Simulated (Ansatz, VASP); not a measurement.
This is a calculation of BaTiO3 for Ansatz 0.2.0.

input.yaml

```yaml
crystal:
  lattice:
    - [4.0524349834, 0.0, 0.0]
    - [0.0, 4.0524349834, 0.0]
    - [0.0, 0.0, 4.0708744845]
  atoms:
    - { symbol: Ba, position: [0.0, 0.0, 0.0] }
    - { symbol: Ti, position: [0.5, 0.5, 0.49] }
    - { symbol: O, position: [0.0, 0.5, 0.517] }
    - { symbol: O, position: [0.5, 0.0, 0.517] }
    - { symbol: O, position: [0.5, 0.5, 0.019] }
kpoints:
  mp_grid: { grid: [7, 7, 7] }
scf:
  occupations: { method: fermi_dirac, width: 0.05 }
hamiltonian:
  xc: lda
  pseudopotentials: { kind: all_electron, lapw: { basis_error: 0.002 } }
output:
  forces: true
  stress: true
  eigenvalues: true
```

Potentials or basis: all-electron LAPW, scalar-relativistic.

The run is started by

```sh
$ ansatz run input.yaml --threads 4 --pin off --max-ram 12288MiB --backend cpu --events-out ev --progress --plain --runs-dir out
```

Question: Set up the same calculation for VASP 6.6.1. Potentials there: VASP PAW LDA potentials, release 64 (Ba_sv, Ti_sv, O).

Answer: As run (the cutoff follows the program's own potentials):

Contents of INCAR:

```
ALGO = Normal
EDIFF = 1E-6
ENCUT = 520
GGA = CA
ISIF = 2
ISMEAR = -1
LASPH = True
LCHARG = False
LREAL = False
LWAVE = False
NBANDS = 28
NELM = 80
PREC = Accurate
SIGMA = 0.05
```

The input KPOINTS:

```
k-points
0
Gamma
  7 7 7
```

File POSCAR:

```
BaTiO3
1.0
    4.0524349834      0.0000000000      0.0000000000
    0.0000000000      4.0524349834      0.0000000000
    0.0000000000      0.0000000000      4.0708744845
Ba Ti O
1 1 3
Direct
    0.0000000000      0.0000000000      0.0000000000
    0.5000000000      0.5000000000      0.4900000000
    0.0000000000      0.5000000000      0.5170000000
    0.5000000000      0.0000000000      0.5170000000
    0.5000000000      0.5000000000      0.0190000000
```

Potentials or basis: VASP PAW LDA potentials, release 64 (Ba_sv, Ti_sv, O).

Run with:

```sh
$ cat potpaw_LDA.64/Ba_sv/POTCAR potpaw_LDA.64/Ti_sv/POTCAR potpaw_LDA.64/O/POTCAR > POTCAR
$ mpirun -np 1 vasp_std > vasp.out
```

Both were run:

|  | VASP | Ansatz | Ansatz less VASP |
| --- | --- | --- | --- |
| gap on the k mesh at the Fermi level (eV) | 1.70 | 1.76 | +0.056 |
| least direct gap on the mesh (eV) | 1.92 | 1.95 | +0.024 |
| pressure (GPa) | -12.3 | -14.0 | -1.71 |
| largest component of the traceless stress (GPa) | 0.55 | 0.50 | -0.053 |
| rms of the force components (eV/Å) | 0.183 | 0.197 | +0.0143 |

Atom by atom the forces differ by 0.019 eV/Å (rms over components). Ansatz ran all-electron here, so the differences hold the error of VASP's frozen core and of both bases.

Caveats: spin-orbit coupling is left out, which moves the levels of the heavy elements; an odd mesh through Γ misses points on the zone boundary, where band edges often lie.
